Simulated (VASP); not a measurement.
Wanted: the native input for a VASP 6.6.1 run.

| Item | Value |
| --- | --- |
| Task | single point |
| Functional | PBE |
| Potentials or basis | VASP PAW PBE potentials, release 64 (W_sv_GW, S_GW) |
| Cutoff | 400 eV |
| k mesh | 5 × 5 × 5 |
| Occupations | gaussian, width 0.02 eV |
| Spin | no spin polarisation |
| Further INCAR settings | ALGO = Fast; EDIFF = 1e-06 |

The structure of WS2 lies in POSCAR:

```
WS2
1.0
    1.5790000000      0.9116360751      6.1633333333
   -1.5790000000      0.9116360751      6.1633333333
    0.0000000000     -1.8232721501      6.1633333333
W S
1 2
Direct
    0.0000000000      0.0000000000      0.0000000000
    0.5810000000      0.5810000000      0.5810000000
    0.7503000000      0.7503000000      0.7503000000
```

Measurements of this composition are mostly on another form, of space group No. 194.

One way to write it, as run:

INCAR

```
PREC     = Accurate       # precision mode
ENCUT    = 400            # plane-wave cutoff, eV
EDIFF    = 1E-6           # SCF threshold, eV
ISMEAR   = 0              # smearing method
SIGMA    = 0.02           # smearing width, eV
LREAL    = False          # projectors in reciprocal space
LASPH    = True           # aspherical terms in the spheres
NELM     = 100            # most SCF steps
ALGO     = Fast           # electronic algorithm
ISIF     = 2              # what is computed and relaxed
LWAVE    = False          # write WAVECAR
LCHARG   = False          # write CHGCAR
GGA      = PE             # functional
```

KPOINTS

```
regular mesh
0
Gamma
  5 5 5
```

Potentials or basis: VASP PAW PBE potentials, release 64 (W_sv_GW, S_GW).

Run with:

```bash
$ cat potpaw_PBE.64/W_sv_GW/POTCAR potpaw_PBE.64/S_GW/POTCAR > POTCAR
$ mpirun -np 1 vasp_std > vasp.out
```

It gave:

- Pressure: 4.5 GPa
- Largest force: 0.610 eV/Å
- Band gap on the k mesh: 1.11 eV, indirect (least direct gap 2.32 eV)

Caveat: the k mesh is coarse (spacing up to 0.46 Å⁻¹), so the values aren't converged; spin-orbit coupling is left out, which moves the levels of the heavy elements; an odd mesh through Γ misses points on the zone boundary, where band edges often lie.

Run time: 39 s on 1 thread of Intel(R) Xeon(R) Platinum 8559C (Emerald Rapids), with other jobs on the host, peak memory 0.26 GiB.
